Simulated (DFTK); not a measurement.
**WS2: equation of state with PBE**

WS2, a slab with vacuum:

```xyz
3
Lattice="3.1835 0.0000 0.0000 -1.5918 2.7570 0.0000 0.0000 0.0000 16.9506" Properties=species:S:1:pos:R:3 pbc="T T T"
W     0.0000    0.0000    0.0000
S     0.0000    1.8380    1.5595
S     0.0000    1.8380   15.3911
```

```
Program             : DFTK 0.8.2
Task                : equation of state
Functional          : PBE
Potentials or basis : dojo.nc.sr.pbe.v0_4_1.standard.upf (PBE)
Cutoff              : 1007 eV
k mesh              : 7 × 7 × 1
Occupations         : fermi-dirac, width 0.05 eV
Spin                : no spin polarisation
```

```
Equilibrium volume                        : 50.10 Å³/atom
Bulk modulus at fixed shape and positions : 56 GPa
Pressure derivative of the bulk modulus   : 4.4
```

Energy against volume, from the lowest point:
```tsv
volume (Å³/atom)	energy (meV/atom)
46.616	47.78
47.608	23.17
48.600	7.59
49.592	0.14
50.583	0.00
51.575	6.42
52.567	18.74
```

Wall time 41 min on 1 thread of Intel(R) Xeon(R) Platinum 8259CL CPU @ 2.50GHz (Skylake/Cascade Lake), on a shared host, peak memory 2.4 GiB.

Caveat: the cell was scaled at fixed shape and fractional positions, which overstates the stiffness of a crystal with free parameters, most of all of layers and chains. The run has no spin-orbit coupling, so splittings on W are missing.
